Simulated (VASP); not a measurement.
Write the native input for VASP 6.6.1 that does the following.

| Item | Value |
| --- | --- |
| Task | optical spectrum |
| Functional | LDA |
| Potentials or basis | VASP PAW LDA potentials, release 64 (Pt, Se) |
| Cutoff | 520 eV |
| k mesh | 8 × 8 × 8 |
| Occupations | gaussian, width 0.02 eV |
| Spin | no spin polarisation |
| Further INCAR settings | ALGO = Fast; EDIFF = 1e-07; NBANDS = 56 |

The structure of PtSe lies in POSCAR:

```
PtSe
1.0
    0.0000000000      3.0374472300      3.0374472300
    3.0374472300      0.0000000000      3.0374472300
    3.0374472300      3.0374472300      0.0000000000
Pt Se
1 1
Direct
    0.0000000000      0.0000000000      0.0000000000
    0.2500000000      0.2500000000      0.2500000000
```

The cell comes from a database or a generator and needn't be the stable form of this composition.

One way to write it, as run:

INCAR

```
PREC = Accurate
ENCUT = 520
EDIFF = 1E-7
ISMEAR = 0
SIGMA = 0.02
LREAL = F
LASPH = T
NELM = 60
ALGO = Fast
ISIF = 2
LWAVE = F
LCHARG = F
LOPTICS = T
NBANDS = 56
NEDOS = 2000
CSHIFT = 0.1
```

KPOINTS

```
Automatic mesh
0
Gamma
  8 8 8
```

Potentials or basis: VASP PAW LDA potentials, release 64 (Pt, Se).

Command:

```bash
$ cat potpaw_LDA.64/Pt/POTCAR potpaw_LDA.64/Se/POTCAR > POTCAR
$ mpirun -np 1 vasp_std > vasp.out
```

Results of the run:

The pressure is -16.0 GPa and the band gap on the k mesh is none (metal or under the smearing width).

Caveat: spectra need much finer meshes, so this one isn't converged; independent-particle spectra lack excitons; the intraband (Drude) part of a metal's response may be missing; so large a pressure means that the cell lies far from this level's equilibrium, or that cutoff or potentials fall short.

Wall time 64 s on 1 thread of AMD EPYC 7R43 64-Core Processor (Zen 3) (shared host), peak memory 0.19 GiB.
